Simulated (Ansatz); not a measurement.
# AgCl (Chlorargyrite) under changes of volume

One of the cells (20.458 Å³/atom); the others are scaled copies at fixed shape and fractional positions:

```xyz
2
Lattice="0.0000 2.7350 2.7350 2.7350 0.0000 2.7350 2.7350 2.7350 0.0000" Properties=species:S:1:pos:R:3 pbc="T T T"
Ag    0.0000    0.0000    0.0000
Cl    2.7350    2.7350    2.7350
```

- Program: Ansatz 0.2.0
- Functional: PBE
- Potentials or basis: Ansatz PAW
- Cutoff: 420 eV (not typed: the program's choice for these potentials)
- k mesh: 7 × 7 × 7
- Occupations: fermi-dirac, width 0.05 eV
- Spin: no spin polarisation

```csv
volume (Å³/atom),energy over the lowest point (meV/atom),pressure (GPa)
19.231,63.57,8.4
19.640,44.37,6.7
20.049,29.16,5.2
20.458,17.47,3.9
20.868,?,?
21.277,3.22,1.7
21.686,0.00,0.8
```

Problem. What does the run at 20.868 Å³/atom give?

Solution. Energy over the lowest point 8.93 meV/atom; pressure 2.8 GPa.

Worked out: A Birch-Murnaghan fit of order 3 (a polynomial in V^(-2/3)) to the other rows has its minimum at 22.09 Å³/atom, just outside them, with B0 = V·E''(V) = 42 GPa and B' = 5.2. It gives 8.93 meV/atom at 20.868 Å³/atom, against the run's 8.93, and -dE/dV = 2.8 GPa, against 2.8.

Energies are extrapolated to zero smearing.
